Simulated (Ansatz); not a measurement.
# SnO2 (C2/m) in Ansatz: relaxation of the atoms with PBE

Aim: the relaxation of the atoms of SnO2 with PBE.

Everything below comes from runs of Ansatz 0.2.0. Logs are shortened: lines on timing, memory, paths and dates and some standing lists are left out, and cuts for length are marked.

## Step 1: The cell of the first run

The structure is monoclinic, space group C2/m (No. 12). The conventional cell has a = 15.122 Å, b = 3.232 Å, c = 10.747 Å, α = 90.00°, β = 134.71°, γ = 90.00°. Around Sn (site symmetry m) lie 6 O at 2.06 to 2.15 Å. Around Sn (site symmetry m) lie 6 O at 2.06 to 2.14 Å. O (site symmetry m) is surrounded by 3 Sn at 2.11 to 2.14 Å. Around O (site symmetry m) lie 3 Sn at 2.11 to 2.15 Å. O (site symmetry m) has 3 Sn at 2.06 to 2.11 Å as nearest neighbours. O (site symmetry m) has 3 Sn at 2.06 to 2.11 Å as nearest neighbours.

The cell comes from a database or a generator and needn't be the stable form of this composition.

## Step 2: Relaxation of the atoms, PBE (strained by +1 %)

Contents of input.yaml:

```yaml
crystal:
  lattice:
    - [-5.34644345, 5.34644345, 1.616233]
    - [5.34644345, -5.34644345, 1.616233]
    - [5.40017655, 5.40017655, -1.616233]
  atoms:
    - { symbol: Sn, position: [0.3510765, 0.8310675, 0.182144] }
    - { symbol: Sn, position: [0.8310675, 0.6489235, 0.479991] }
    - { symbol: Sn, position: [0.1689325, 0.3510765, 0.520009] }
    - { symbol: Sn, position: [0.6489235, 0.1689325, 0.817856] }
    - { symbol: O, position: [0.2056015, 0.1549285, 0.36053] }
    - { symbol: O, position: [0.8450715, 0.2056015, 0.050673] }
    - { symbol: O, position: [0.7943985, 0.8450715, 0.63947] }
    - { symbol: O, position: [0.1549285, 0.7943985, 0.949327] }
    - { symbol: O, position: [0.1610445, 0.5429605, 0.704005] }
    - { symbol: O, position: [0.5429605, 0.8389555, 0.381916] }
    - { symbol: O, position: [0.4570395, 0.1610445, 0.618084] }
    - { symbol: O, position: [0.8389555, 0.4570395, 0.295995] }
hamiltonian:
  xc: pbe
  pseudopotentials: { kind: paw }
kpoints:
  mp_grid: { grid: [7, 7, 7] }
scf:
  occupations: { method: fermi_dirac, width: 0.05 }
output:
  forces: true
  stress: true
  eigenvalues: true
relax:
  f_tol: 0.01
  max_steps: 40
```

Potentials or basis: Ansatz PAW.

On the command line:

```bash
$ ansatz run input.yaml --threads 4 --pin off --max-ram 11264MiB --backend cpu --events-out ev --progress --plain --runs-dir out
```

The log of the run:

```text
Warning: output.stress: scf.convergence.dr2_threshold = 1e-7 eV (the SCF's general default) is looser than the 1.2e-9 eV advised for a printed stress (1e-10 eV for each atom of the cell: 12). What an SCF threshold leaves in a stress goes as its square root, and in the free energy as the threshold itself, and one threshold admits the most on a small cell: of the crystals measured, under no hybrid functional and no lock of the moments, on runs that ended without the residual-converged pass, on stresses that held no estimate of that error, the worst erred by over 100 MPa in a component at 1e-7 eV an atom and by under 5 at 1e-10. Every solve of this run answers to scf.convergence.dr2_threshold, and the tensor of one is reported: a single SCF on the reported geometry and on this run's grids (its basis.xc_grid and basis.ecutrho_ratio typed), with scf.convergence.dr2_threshold at 1.2e-9 eV or tighter, prints it and tightens no other solve. Else set scf.convergence.dr2_threshold to 1.2e-9 eV or tighter. The threshold is an SCF's pass mark: one that does not reach it within its budget of iterations ends unconverged, or closes short of it on a stop that the run arms, and scf.convergence.dr2_threshold's page says what that costs each kind of run
Warning: RAYON_NUM_THREADS=4 ignored (pool sized by the plan → 4); use --threads N
basis.fft_grid_basis auto: the FFT boxes are laid along the combinations [[1, 1, 0], [0, 1, 0], [0, 0, 1]] of the cell's own vectors, 3.232, 7.732 and 7.806 Å long. The dense box has 24×54×54 points. Along the cell's own vectors, as sized, it would have 54×54×54, 2.25 times as many. Of the 4 symmetry operations that the crystal satisfies within crystal.symmetry.tolerance (time reversal apart; of a slab, those that keep its plane) the dense box along the cell's own vectors carries 4, and the one as laid loses 2 of those. basis.fft_grid_basis: typed keeps the cell's own vectors: state it where this run's energies or levels are differenced outside the engine with another run's, or held beside a run that keeps those vectors.
Engine: ansatz 0.2.0, aarch64-unknown-linux-gnu
Pseudopotentials: kind: paw
Pseudopotential: Sn, paw, valence charge 14, recommended cutoff 420 eV (normal), Sn.paw.azcp
Pseudopotential: O, paw, valence charge 6, recommended cutoff 420 eV (normal), O.paw.azcp
Functional definition: PBE
  parameter kappa = 0.804
  parameter beta = 0.06672455060314922
  exchange = pbe_x(kappa = kappa, mu = beta*pi^2/3)
  correlation = pbe_c(beta = beta)
Crystal: 12 atoms, lattice volume = 186.654 Å³
Basis set: ecut = 420 eV, 3657 PW (Γ), FFT grids on a1+a2, a2, a3, exchange–correlation on 48×108×108 points (8 copies of the dense FFT grid, shifted against one another)
Bands: 64, of which v1, the nominal top of the filled ones, is band 52 counted from 1 (51 counted from 0)
Symmetry: 4 space group operations
Space group: C2/m (ITA 12), of the structure as read, at distance tolerance 5.7e-5 Å
k-points: 100 of 343
Non-local potential: Sn, projectors of the file, l = 0: 2, l = 1: 2, l = 2: 2, l = 3: 2
Non-local potential: O, projectors of the file, l = 0: 2, l = 1: 2, l = 2: 1
PAW form: soft (Blöchl's): semilocal exchange-correlation on the pseudo side does not see the compensation charge
PAW one-centre angular grid: Sn, 590 points (default); XC on 64 Gauss nodes
PAW one-centre angular grid: O, 110 points (default); XC on 64 Gauss nodes
Initial density: superposition of atomic densities (neutral atoms: chi_scale 0, normalization atom), corrected by the library's trained network
Initial wavefunctions: pseudopotential atomic-orbital guess
Functional: x = pbe(κ = 0.804, μ = 0.2195149727645171), c = pbe(β = 0.06672455060314922)
SCF iter   1: F=—  HF=-28635.137669 eV  |F-HF|=—  |Δ(HF+E_count)|=         —  Δρ=2.28e-3  dr2=1.06e-2  ethr=1.77e-3  ⟨swp⟩=6.1  Hψ=25984  notcnv=0  defer=197
preconditioner: auto → Resta (q_TF=auto, 2.475 Å⁻¹)  ε∞=3.1  [insulator: Δε(μ)=1.765 eV  Ē_g=18.906 eV  σ=0.050 eV  W_gap=1.00  n_scr=50 (ndim 8)  ℏωp=27.7 eV  f_vac=0.216  D(μ)=0.00/eV (n_scr^D=0)  ε∞_Penn≈3.1  vacuum switching on, ρ_ref=2.6e-2 e/Å³]
SCF iter   2: F=—  HF=-28635.141626 eV  |F-HF|=—  |Δ(HF+E_count)|=   3.96e-3  Δρ=1.11e-3  dr2=1.54e-3  ethr=1.02e-5  ⟨swp⟩=2.1  Hψ=12808  notcnv=0  defer=529
SCF iter   3: F=—  HF=-28635.142389 eV  |F-HF|=—  |Δ(HF+E_count)|=   7.63e-4  Δρ=4.68e-4  dr2=4.12e-4  ethr=1.48e-6  ⟨swp⟩=2.0  Hψ=8244  notcnv=0  defer=529
SCF iter   4: F=—  HF=-28635.142479 eV  |F-HF|=—  |Δ(HF+E_count)|=   9.01e-5  Δρ=1.80e-4  dr2=5.72e-5  ethr=3.96e-7  ⟨swp⟩=2.0  Hψ=8100  notcnv=0  defer=529
SCF iter   5: F=—  HF=-28635.142474 eV  |F-HF|=—  |Δ(HF+E_count)|=   5.28e-6  Δρ=6.24e-5  dr2=5.86e-6  ethr=5.50e-8  ⟨swp⟩=2.0  Hψ=8494  notcnv=0  defer=529
SCF iter   6: F=-28635.142477 eV  HF=-28635.142476 eV  |F-HF|=2.00e-7  |Δ(HF+E_count)|=   2.67e-6  Δρ=1.66e-5  dr2=4.44e-7  ethr=2.40e-9  ⟨swp⟩=14.8  Hψ=35207  notcnv=0
SCF 1 converged in 6 iterations: F = -28635.142477 eV  dr2 = 4.44e-7
[... 41 lines left out ...]
relax step   5: F+E_penalty+E_count = -28635.16382353 eV  Δ(F+E_penalty+E_count) = -7.098e-5 eV  max|allowed force component| = 2.328e-3 eV/Å  Δτ_max = 0.0024 Å  (5 SCF iters, accepted)
SCF converged after 5 iterations
Free energy (F): -28635.163824 eV
Harris-Foulkes:  -28635.163824 eV  (|F-HF|=1.91e-8)
Internal energy: -28635.163824 eV  (E = F + TS)
E sigma→0 (E₀):  -28635.163824 eV
Fermi energy:    6.117746 eV
--- Per-component energies (eV) ---
  E_band       = -639.050095
  E_kinetic    = 2154.468698
  E_local      = -10403.350227  (includes V_loc(G=0)·N_el)
  E_nonlocal   = 266.693722
  E_hartree    = 5120.686677
  E_xc         = -2107.497647
  E_vxc        = -1124.290826  (∫ρ·V_xc dr)
  E_paw        = -17853.455143  (= ΣΔE_a)
  E_vpaw       = -1773.968451  (= ΣTr[D̂ρ^β])
  E_aug_tail   = 0.019434  (compensation charges beyond the density's cutoff)
  E_ewald      = -5812.729338
  E_smearing   = -0.000000  (= −TS)
  E_closure    = -0.000000  (closes the sum)
  Σ components = -28635.163824   (vs F -28635.163824, Δ=0.00e0)
--- Forces (eV/Å), atoms counted from 1 ---
  atom   1  Sn     0.00145601     0.00088173     0.00000000
  atom   2  Sn     0.00065586     0.00134215     0.00000000
  atom   3  Sn    -0.00065586    -0.00134215     0.00000000
  atom   4  Sn    -0.00145601    -0.00088173     0.00000000
  atom   5  O     -0.00232761     0.00039548     0.00000000
  atom   6  O      0.00004499     0.00172216     0.00000000
  atom   7  O      0.00232761    -0.00039548     0.00000000
  atom   8  O     -0.00004499    -0.00172216     0.00000000
  atom   9  O      0.00169699    -0.00135744     0.00000000
  atom  10  O      0.00158568     0.00013396     0.00000000
  atom  11  O     -0.00158568    -0.00013396     0.00000000
  atom  12  O     -0.00169699     0.00135744     0.00000000
  max |Σ_I F_I| component: 8.67e-19 eV/Å
--- Stress (GPa, compression-positive) ---
        1.033476      -0.252002       0.000000
       -0.252001       0.916184       0.000000
        0.000000       0.000000       0.353273
  P = ⅓ Tr σ = 0.7676 GPa (7.676 kbar)
--- Band table (eV; the first three rows and the last of 100) ---
  k-point 0: bands = ["-15.3550", "-15.3486", "-15.1861", "-14.7923", "-14.6837", "-14.6434", "-14.6343", "-14.6332", "-14.6246", "-14.6232", "-14.5941", "-14.5740", "-14.5368", "-14.5132", "-14.4632", "-14.4622", "-14.4504", "-14.4495", "-14.3999", "-14.3809", "-13.0387", "-12.2483", "-11.8652", "-11.8438", "-11.5445", "-10.6586", "-10.1733", "-10.1538", "-1.1174", "-0.7652", "-0.7557", "1.0293", "1.7117", "2.3226", "2.3316", "2.5297", "2.5848", "2.6023", "2.6538", "3.3239", "3.5995", "3.9218", "3.9849", "4.2355", "4.2579", "4.4380", "4.4442", "4.4765", "4.6053", "4.9164", "4.9230", "4.9596", "6.8978", "9.8532", "9.8584", "10.2309", "11.8566", "11.9086", "12.3446", "12.4161", "14.1574", "15.5749", "15.7235", "15.7859"]
  k-point 1: bands = ["-15.3707", "-15.3492", "-15.1559", "-14.8008", "-14.6840", "-14.6534", "-14.6343", "-14.6283", "-14.6248", "-14.6217", "-14.5933", "-14.5748", "-14.5377", "-14.5179", "-14.4629", "-14.4619", "-14.4503", "-14.4497", "-14.3992", "-14.3815", "-13.0187", "-12.3101", "-11.8480", "-11.8084", "-11.5205", "-10.7383", "-10.1473", "-10.1277", "-1.3166", "-0.7765", "-0.5005", "1.0516", "1.6898", "2.2510", "2.3315", "2.4092", "2.6345", "2.6382", "2.7389", "3.3688", "3.5593", "3.9021", "3.9765", "4.2313", "4.2575", "4.3573", "4.4599", "4.4870", "4.6009", "4.8447", "4.9227", "5.0136", "7.0495", "9.6217", "9.8923", "10.3719", "11.8502", "11.9162", "12.3445", "12.4076", "14.1382", "15.4287", "15.7400", "15.8562"]
  k-point 2: bands = ["-15.3964", "-15.3505", "-15.0901", "-14.8296", "-14.6851", "-14.6666", "-14.6343", "-14.6252", "-14.6248", "-14.6194", "-14.5912", "-14.5769", "-14.5402", "-14.5265", "-14.4622", "-14.4612", "-14.4504", "-14.4502", "-14.3975", "-14.3829", "-12.9634", "-12.4396", "-11.8259", "-11.7150", "-11.4701", "-10.9036", "-10.1303", "-10.0550", "-1.5382", "-0.8196", "-0.1074", "1.0993", "1.6357", "2.1271", "2.1623", "2.3313", "2.7130", "2.8161", "2.8494", "3.4174", "3.4500", "3.8435", "3.9876", "4.1851", "4.2236", "4.2566", "4.4949", "4.5148", "4.5871", "4.7512", "4.9232", "5.0587", "7.4217", "9.2064", "9.9734", "10.5308", "11.8407", "11.9535", "12.2747", "12.4272", "14.1096", "15.2709", "15.7180", "15.8257"]
  k-point 99: bands = ["-15.4432", "-15.3085", "-15.0171", "-14.8954", "-14.6842", "-14.6723", "-14.6362", "-14.6314", "-14.6232", "-14.6140", "-14.5914", "-14.5769", "-14.5388", "-14.5354", "-14.4665", "-14.4643", "-14.4470", "-14.4466", "-14.3966", "-14.3841", "-12.8636", "-12.5408", "-11.9905", "-11.4928", "-11.3961", "-11.0663", "-10.1771", "-9.9548", "-1.7468", "-0.7082", "0.1392", "1.0934", "1.5969", "1.9631", "2.0499", "2.4148", "2.7465", "2.9912", "3.0034", "3.2835", "3.3774", "3.8301", "3.9655", "4.0776", "4.2264", "4.2341", "4.4920", "4.5346", "4.5711", "4.6145", "4.9249", "5.1039", "7.9335", "8.8460", "9.9031", "10.6377", "11.9017", "12.0152", "12.1428", "12.4112", "14.1771", "15.0883", "15.5430", "15.7453"]
--- Relaxed structure (5 steps of the walk, 5 accepted, 0 SCFs on fresh bases) ---
  F+E_penalty+E_count = -28635.16382353 eV   max|allowed force component| = 2.328e-3 eV/Å
  atoms:
    - { symbol: Sn, position: [0.3493344733314672, 0.8331380737132219, 0.18247254704468924] }
    - { symbol: Sn, position: [0.8338746950659707, 0.6500415612251539, 0.48391625629112456] }
    - { symbol: Sn, position: [0.16612530493402938, 0.3499584387748462, 0.5160837437088756] }
    - { symbol: Sn, position: [0.6506655266685328, 0.16686192628677812, 0.8175274529553109] }
    - { symbol: O, position: [0.20901500187335417, 0.1560664091272292, 0.3650814110005833] }
    - { symbol: O, position: [0.8444147855598524, 0.20830080603572276, 0.05271559159557515] }
    - { symbol: O, position: [0.7909849981266459, 0.8439335908727709, 0.6349185889994167] }
    - { symbol: O, position: [0.15558521444014772, 0.7916991939642772, 0.9472844084044248] }
    - { symbol: O, position: [0.16094899312874736, 0.541978513757848, 0.7029275068865953] }
    - { symbol: O, position: [0.541311795507502, 0.8401369361389897, 0.3814487316464917] }
    - { symbol: O, position: [0.45868820449249803, 0.15986306386101037, 0.6185512683535084] }
    - { symbol: O, position: [0.8390510068712527, 0.45802148624215216, 0.2970724931134049] }
```

Wall time 80 s (4 threads of Arm Neoverse V2, shared host); peak memory 1.1 GiB.

Results:

```yaml
Free_energy: -28635.1638 eV
Energy_gained_by_relaxing: 1.8 meV/atom
Ionic_steps: 5
Pressure_after_relaxing: 0.8 GPa
Band_gap_on_the_k_mesh: 1.78 eV, indirect (least direct gap 1.94 eV)
```

Forces in eV/Å, atoms in the order of the input:
```
Sn   0.001  0.001  0.000
Sn   0.001  0.001  0.000
Sn  -0.001 -0.001  0.000
Sn  -0.001 -0.001  0.000
O   -0.002  0.000  0.000
O    0.000  0.002  0.000
O    0.002  0.000  0.000
O    0.000 -0.002  0.000
O    0.002 -0.001  0.000
O    0.002  0.000  0.000
O   -0.002  0.000  0.000
O   -0.002  0.001  0.000
```

The path:
```tsv
step	energy change (eV)	largest force (eV/Å)
1	0.0000	0.2763
2	-0.0123	0.3410
3	-0.0196	0.0837
4	-0.0213	0.0143
5	-0.0213	0.0024
```

Final structure:
```
Sn O
1.0
    -5.34644    5.34644    1.61623
     5.34644   -5.34644    1.61623
     5.40018    5.40018   -1.61623
Sn O
4 8
Cartesian
  3.5720 -1.6012 1.6162
  1.6304 3.5961 1.6162
  3.7698 1.8041 0.0000
  1.8282 7.0014 0.0000
  1.6884 2.2546 0.0000
  -3.1163 3.6856 1.6162
  3.7118 3.1456 1.6162
  8.5165 1.7146 0.0000
  5.8331 1.7588 0.0000
  3.6575 0.4622 1.6162
  1.7426 4.9379 0.0000
  -0.4329 3.6414 1.6162
```

Caveat: odd divisions of the mesh miss points on the zone boundary, where band edges often lie, so the gap on the mesh can be too wide; the pressure holds a Pulay correction of +0.7 GPa for the finite cutoff; spin-orbit coupling is left out, which moves the levels of the heavy elements; the thresholds are loose for stress.
